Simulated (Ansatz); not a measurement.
# RbBr (Fm-3m) in Ansatz: a series of runs

Runs on RbBr. Level: r2SCAN. Tasks: single point, equation of state.

Everything below comes from runs of Ansatz 0.2.0. Logs are shortened: lines on timing, memory, paths and dates and some standing lists are left out, and cuts for length are marked.

## Step 1: The crystal as given

The structure is cubic, space group Fm-3m (No. 225). Conventional cell: a = 6.854 Å, b = 6.854 Å, c = 6.854 Å, α = 90.00°, β = 90.00°, γ = 90.00°. Rb (site symmetry m-3m) has 6 Br at 3.43 Å as nearest neighbours. Br (site symmetry m-3m) has 6 Rb at 3.43 Å as nearest neighbours.

## Step 2: Single point, r2SCAN, 37.83 Å³/atom (volume scaled by 0.94)

input.yaml reads:

```yaml
crystal:
  lattice:
    - [0.0, 3.3570415946, 3.3570415946]
    - [3.3570415946, 0.0, 3.3570415946]
    - [3.3570415946, 3.3570415946, 0.0]
  atoms:
    - { symbol: Rb, position: [0.0, 0.0, 0.0] }
    - { symbol: Br, position: [0.5, 0.5, 0.5] }
hamiltonian:
  xc: r2scan
  pseudopotentials: { kind: paw }
kpoints:
  mp_grid: { grid: [7, 7, 7] }
scf:
  occupations: { method: fermi_dirac, width: 0.05 }
output:
  forces: true
  stress: true
  eigenvalues: true
```

Potentials or basis: Ansatz PAW.

Started as:

```console
$ ansatz run input.yaml --threads 2 --pin off --max-ram 5632MiB --backend cpu --events-out ev --progress --plain --runs-dir out
```

Output:

```text
Warning: RAYON_NUM_THREADS=2 ignored (pool sized by the plan → 2); use --threads N
Engine: ansatz 0.2.0, x86_64-unknown-linux-gnu
Pseudopotentials: kind: paw
Pseudopotential: Rb, paw, valence charge 9, recommended cutoff 500 eV (meta_gga), Rb.paw.azcp
Pseudopotential: Br, paw, valence charge 7, recommended cutoff 500 eV (meta_gga), Br.paw.azcp
Functional definition: r2SCAN
  parameter k0 = 0.174
  parameter k1 = 0.065
  parameter a1 = 4.9479
  exchange = r2scan_x(k0 = k0, k1 = k1, a1 = a1)
  correlation = r2scan_c
Crystal: 2 atoms, lattice volume = 75.666 Å³
Basis set: ecut = 500 eV, 1917 PW (Γ), exchange–correlation on 144×144×144 points (64 copies of the dense FFT grid, shifted against one another)
Bands: 12, of which v1, the nominal top of the filled ones, is band 8 counted from 1 (7 counted from 0)
Symmetry: 48 space group operations
Space group: Fm-3m (ITA 225), of the structure as read, at distance tolerance 4.2e-5 Å
k-points: 20 of 343
Non-local potential: Rb, projectors of the file, l = 0: 3, l = 1: 2, l = 2: 2
Non-local potential: Br, projectors of the file, l = 0: 2, l = 1: 2, l = 2: 2
PAW form: soft (Blöchl's): semilocal exchange-correlation on the pseudo side does not see the compensation charge
PAW frozen core: Rb, regenerated for the run's functional (the file was generated under x = pbe(κ = 0.804, μ = 0.2195149727645171), c = pbe(β = 0.06672455060314922))
PAW frozen core: Br, regenerated for the run's functional (the file was generated under x = pbe(κ = 0.804, μ = 0.2195149727645171), c = pbe(β = 0.06672455060314922))
PAW one-centre angular grid: Rb, 302 points (default); XC on 160 Gauss nodes
PAW one-centre angular grid: Br, 302 points (default); XC on 160 Gauss nodes
Initial density: superposition of atomic densities (neutral atoms: chi_scale 0, normalization atom), corrected by the library's trained network
Initial wavefunctions: pseudopotential atomic-orbital guess
Functional: x = r2scan, c = r2scan; τ floored in thin density (d = 2e-4 eV/Å³)
SCF iter   1: F=—  HF=-6074.780940 eV  |F-HF|=—  |Δ(HF+E_count)|=         —  Δρ=2.63e-3  dr2=2.66e-3  dr2_τ=3.27e-3  ethr=1.77e-3  ⟨swp⟩=8.2  Hψ=1795  notcnv=0
preconditioner: auto → none  [insulator: Δε(μ)=5.226 eV  Ē_g=14.320 eV  σ=0.050 eV  W_gap=1.00  n_scr=14 (ndim 8)  ℏωp=16.0 eV  f_vac=0.057  D(μ)=0.00/eV (n_scr^D=0)  ε∞_Penn≈2.2]
SCF iter   2: F=—  HF=-6074.798011 eV  |F-HF|=—  |Δ(HF+E_count)|=   1.71e-2  Δρ=1.44e-3  dr2=4.60e-4  dr2_τ=1.01e-4  ethr=1.66e-5  ⟨swp⟩=2.6  Hψ=672  notcnv=0
SCF iter   3: F=—  HF=-6074.798262 eV  |F-HF|=—  |Δ(HF+E_count)|=   2.51e-4  Δρ=3.34e-4  dr2=4.01e-5  dr2_τ=9.96e-6  ethr=2.87e-6  ⟨swp⟩=2.0  Hψ=380  notcnv=0
SCF iter   4: F=—  HF=-6074.798280 eV  |F-HF|=—  |Δ(HF+E_count)|=   1.73e-5  Δρ=2.18e-5  dr2=4.57e-7  dr2_τ=9.91e-8  ethr=2.50e-7  ⟨swp⟩=2.0  Hψ=300  notcnv=0
iter 5 did not close the SCF: its close was put off for the readings that it lacked (scf_convergence_deferred on its scf_iter line)
SCF iter   5: F=-6074.798280 eV  HF=-6074.798280 eV  |F-HF|=2.48e-8  |Δ(HF+E_count)|=   3.80e-7  Δρ=6.78e-6  dr2=1.84e-8  dr2_τ=6.05e-9  ethr=2.86e-9  ⟨swp⟩=2.0  Hψ=380  notcnv=0
SCF iter   6: F=-6074.798280 eV  HF=-6074.798280 eV  |F-HF|=1.55e-10  |Δ(HF+E_count)|=   3.08e-8  Δρ=1.70e-6  dr2=1.01e-9  dr2_τ=3.83e-10  ethr=1.15e-10  ⟨swp⟩=3.5  Hψ=1110  notcnv=0
SCF 1 converged in 6 iterations: F = -6074.798280 eV  dr2 = 1.01e-9
SCF converged after 6 iterations
Free energy (F): -6074.798280 eV
Harris-Foulkes:  -6074.798280 eV  (|F-HF|=1.55e-10)
Internal energy: -6074.798280 eV  (E = F + TS)
E sigma→0 (E₀):  -6074.798280 eV
Fermi energy:    3.893060 eV
--- Per-component energies (eV) ---
  E_band       = -109.757149
  E_kinetic    = 329.303103
  E_local      = -775.554942  (includes V_loc(G=0)·N_el)
  E_nonlocal   = 242.227633
  E_hartree    = 198.018982
  E_xc         = -377.156259
  E_vxc        = -267.771120  (∫ρ·V_xc dr)
  E_paw        = -4904.938890  (= ΣΔE_a)
  E_vpaw       = -48.092211  (= ΣTr[D̂ρ^β])
  E_aug_tail   = -0.000000  (compensation charges beyond the density's cutoff)
  E_vtau       = 14.092680  (kinetic-family band-sum trace: ∫τ·v_τ [+ j·A + Jᵃ·Aᵃ] dr)
  E_ewald      = -786.392786
  E_core_change = -0.305121  (= ΣΔE_core)
  E_smearing   = -0.000000  (= −TS)
  E_closure    = 0.000000  (closes the sum)
  Σ components = -6074.798280   (vs F -6074.798280, Δ=0.00e0)
--- Forces (eV/Å), atoms counted from 1 ---
  atom   1  Rb    -0.00000000     0.00000000     0.00000000
  atom   2  Br     0.00000000    -0.00000000     0.00000000
  max |Σ_I F_I| component: 3.29e-30 eV/Å
--- Stress (GPa, compression-positive) ---
        1.653741      -0.000000      -0.000000
       -0.000000       1.653741      -0.000000
        0.000000       0.000000       1.653741
  P = ⅓ Tr σ = 1.6537 GPa (16.537 kbar)
--- Band table (eV; the first three rows and the last of 20) ---
  k-point 0: bands = ["-23.8138", "-11.4160", "-7.3311", "-7.3311", "-7.3311", "1.2493", "1.2493", "1.2493", "6.3913", "9.1346", "9.1346", "9.1346"]
  k-point 1: bands = ["-23.8112", "-11.4278", "-7.3323", "-7.3323", "-7.3163", "0.9981", "1.1670", "1.1670", "6.9022", "8.9838", "9.4019", "9.4019"]
  k-point 2: bands = ["-23.8055", "-11.4538", "-7.3350", "-7.3350", "-7.2831", "0.5281", "0.9925", "0.9925", "7.9714", "9.0451", "10.1647", "10.1647"]
  k-point 19: bands = ["-23.7966", "-11.3960", "-7.5020", "-7.4502", "-7.3068", "0.6604", "0.8605", "0.9119", "8.5598", "9.3246", "10.7260", "11.0097"]
```

Wall time 2.4 s (2 threads of Intel Xeon Platinum 8375C at 2.90GHz (Ice Lake), shared host); peak memory 0.57 GiB.

Results:

- Free energy: -6074.7983 eV
- Pressure: 1.7 GPa
- Band gap on the k mesh: 5.14 eV, direct

Caveat: odd divisions of the mesh miss points on the zone boundary, where band edges often lie, so the gap on the mesh can be too wide; the PAW data sets come from PBE, with cores solved anew for the run's functional, which leaves a small shift of forces and pressure.

## Step 3: Single point, r2SCAN, 38.64 Å³/atom (volume scaled by 0.96)

input.yaml, as its differences from that of step 2:

```diff
@@ -2,5 +2,5 @@
   lattice:
-    - [0.0, 3.3570415946, 3.3570415946]
-    - [3.3570415946, 0.0, 3.3570415946]
-    - [3.3570415946, 3.3570415946, 0.0]
+    - [0.0, 3.3806835115, 3.3806835115]
+    - [3.3806835115, 0.0, 3.3806835115]
+    - [3.3806835115, 3.3806835115, 0.0]
   atoms:
@@ -19 +19,5 @@
   eigenvalues: true
+  write_density: true
+  write_potential: true
+  elf: true
+  volumetric_format: npy
```

Potentials or basis: Ansatz PAW.

Started as:

```console
$ ansatz run input.yaml --threads 2 --pin off --max-ram 5632MiB --backend cpu --events-out ev --progress --plain --runs-dir out
```

Wall time 2.4 s (2 threads of Intel Xeon Platinum 8375C at 2.90GHz (Ice Lake), shared host); peak memory 0.56 GiB.

It converged, with:

- Free energy: -6074.8126 eV
- Pressure: 1.2 GPa
- Band gap on the k mesh: 5.08 eV, direct

Caveat: odd divisions of the mesh miss points on the zone boundary, where band edges often lie, so the gap on the mesh can be too wide; the PAW data sets come from PBE, with cores solved anew for the run's functional, which leaves a small shift of forces and pressure.

## Step 4: Single point, r2SCAN, 39.44 Å³/atom (volume scaled by 0.98)

input.yaml reads:

```yaml
crystal:
  lattice:
    - [0.0, 3.403999307, 3.403999307]
    - [3.403999307, 0.0, 3.403999307]
    - [3.403999307, 3.403999307, 0.0]
  atoms:
    - { symbol: Rb, position: [0.0, 0.0, 0.0] }
    - { symbol: Br, position: [0.5, 0.5, 0.5] }
hamiltonian:
  xc: r2scan
  pseudopotentials: { kind: paw }
kpoints:
  mp_grid: { grid: [7, 7, 7] }
scf:
  occupations: { method: fermi_dirac, width: 0.05 }
output:
  forces: true
  stress: true
  eigenvalues: true
```

Started as:

```console
$ ansatz run input.yaml --threads 2 --pin off --max-ram 5632MiB --backend cpu --events-out ev --progress --plain --runs-dir out
```

It took 2.2 s on 2 threads of Intel Xeon Platinum 8375C at 2.90GHz (Ice Lake), shared host; peak memory 0.57 GiB.

It converged, with:

| Quantity | Value |
| --- | --- |
| Free energy | -6074.8228 eV |
| Pressure | 0.8 GPa |
| Band gap on the k mesh | 5.02 eV, direct |

Caveat: odd divisions of the mesh miss points on the zone boundary, where band edges often lie, so the gap on the mesh can be too wide; the PAW data sets come from PBE, with cores solved anew for the run's functional, which leaves a small shift of forces and pressure.

## Step 5: Single point, r2SCAN, 40.25 Å³/atom

input.yaml, as its differences from that of step 4:

```diff
@@ -2,5 +2,5 @@
   lattice:
-    - [0.0, 3.403999307, 3.403999307]
-    - [3.403999307, 0.0, 3.403999307]
-    - [3.403999307, 3.403999307, 0.0]
+    - [0.0, 3.427, 3.427]
+    - [3.427, 0.0, 3.427]
+    - [3.427, 3.427, 0.0]
   atoms:
```

Started as:

```console
$ ansatz run input.yaml --threads 2 --pin off --max-ram 5632MiB --backend cpu --events-out ev --progress --plain --runs-dir out
```

It took 2.1 s on 2 threads of Intel Xeon Platinum 8375C at 2.90GHz (Ice Lake), shared host; peak memory 0.57 GiB.

Results (log left out):

* Free energy: -6074.8293 eV
* Pressure: 0.5 GPa
* Band gap on the k mesh: 4.97 eV, direct

Caveat: odd divisions of the mesh miss points on the zone boundary, where band edges often lie, so the gap on the mesh can be too wide; the PAW data sets come from PBE, with cores solved anew for the run's functional, which leaves a small shift of forces and pressure.

## Step 6: Single point, r2SCAN, 41.05 Å³/atom (volume scaled by 1.02)

input.yaml, as its differences from that of step 5:

```diff
@@ -2,5 +2,5 @@
   lattice:
-    - [0.0, 3.427, 3.427]
-    - [3.427, 0.0, 3.427]
-    - [3.427, 3.427, 0.0]
+    - [0.0, 3.4496960257, 3.4496960257]
+    - [3.4496960257, 0.0, 3.4496960257]
+    - [3.4496960257, 3.4496960257, 0.0]
   atoms:
@@ -19 +19,5 @@
   eigenvalues: true
+  write_density: true
+  write_potential: true
+  elf: true
+  volumetric_format: npy
```

Potentials or basis: Ansatz PAW.

Started as:

```console
$ ansatz run input.yaml --threads 2 --pin off --max-ram 5632MiB --backend cpu --events-out ev --progress --plain --runs-dir out
```

It took 2.4 s on 2 threads of Intel Xeon Platinum 8375C at 2.90GHz (Ice Lake), shared host; peak memory 0.57 GiB.

The run converged. Its results:

| Property | Result |
| --- | --- |
| Free energy | -6074.8325 eV |
| Pressure | 0.2 GPa |
| Band gap on the k mesh | 4.92 eV, direct |

Caveat: odd divisions of the mesh miss points on the zone boundary, where band edges often lie, so the gap on the mesh can be too wide; the PAW data sets come from PBE, with cores solved anew for the run's functional, which leaves a small shift of forces and pressure.

## Step 7: Single point, r2SCAN, 41.86 Å³/atom (volume scaled by 1.04)

input.yaml reads:

```yaml
crystal:
  lattice:
    - [0.0, 3.4720972769, 3.4720972769]
    - [3.4720972769, 0.0, 3.4720972769]
    - [3.4720972769, 3.4720972769, 0.0]
  atoms:
    - { symbol: Rb, position: [0.0, 0.0, 0.0] }
    - { symbol: Br, position: [0.5, 0.5, 0.5] }
hamiltonian:
  xc: r2scan
  pseudopotentials: { kind: paw }
kpoints:
  mp_grid: { grid: [7, 7, 7] }
scf:
  occupations: { method: fermi_dirac, width: 0.05 }
output:
  forces: true
  stress: true
  eigenvalues: true
```

Started as:

```console
$ ansatz run input.yaml --threads 2 --pin off --max-ram 5632MiB --backend cpu --events-out ev --progress --plain --runs-dir out
```

Run time: 2.8 s. Hardware: 2 threads of Intel Xeon Platinum 8375C at 2.90GHz (Ice Lake), shared host; peak memory 0.57 GiB.

Results (log left out):

| Item | Value |
| --- | --- |
| Free energy | -6074.8328 eV |
| Pressure | -0.1 GPa |
| Band gap on the k mesh | 4.87 eV, direct |

Caveat: odd divisions of the mesh miss points on the zone boundary, where band edges often lie, so the gap on the mesh can be too wide; the PAW data sets come from PBE, with cores solved anew for the run's functional, which leaves a small shift of forces and pressure.

## Step 8: Single point, r2SCAN, 42.66 Å³/atom (volume scaled by 1.06)

input.yaml, as its differences from that of step 7:

```diff
@@ -2,5 +2,5 @@
   lattice:
-    - [0.0, 3.4720972769, 3.4720972769]
-    - [3.4720972769, 0.0, 3.4720972769]
-    - [3.4720972769, 3.4720972769, 0.0]
+    - [0.0, 3.4942131424, 3.4942131424]
+    - [3.4942131424, 0.0, 3.4942131424]
+    - [3.4942131424, 3.4942131424, 0.0]
   atoms:
@@ -19 +19,5 @@
   eigenvalues: true
+  write_density: true
+  write_potential: true
+  elf: true
+  volumetric_format: npy
```

Started as:

```console
$ ansatz run input.yaml --threads 2 --pin off --max-ram 5632MiB --backend cpu --events-out ev --progress --plain --runs-dir out
```

Run time: 2.7 s. Hardware: 2 threads of Intel Xeon Platinum 8375C at 2.90GHz (Ice Lake), shared host; peak memory 0.65 GiB.

The run converged. Its results:

```yaml
Free_energy: -6074.8304 eV
Pressure: -0.4 GPa
Band_gap_on_the_k_mesh: 4.82 eV, direct
```

Caveat: odd divisions of the mesh miss points on the zone boundary, where band edges often lie, so the gap on the mesh can be too wide; the PAW data sets come from PBE, with cores solved anew for the run's functional, which leaves a small shift of forces and pressure.

## Step 9: Equation of state, r2SCAN

Potentials or basis: Ansatz PAW.

No new run: the results of the series are fitted here.

What came out:

```yaml
Equilibrium_volume: 41.53 Å³/atom
Bulk_modulus: 14.0 GPa
Pressure_derivative_of_the_bulk_modulus: 5.1
```

Energy against volume, from the lowest point:
```csv
volume (Å³/atom),energy (meV/atom)
37.833,17.25
38.638,10.07
39.443,4.97
40.248,1.73
41.053,0.13
41.858,0.00
42.663,1.17
```

Caveat: the PAW data sets were made with another functional, which shifts forces and pressure a little.
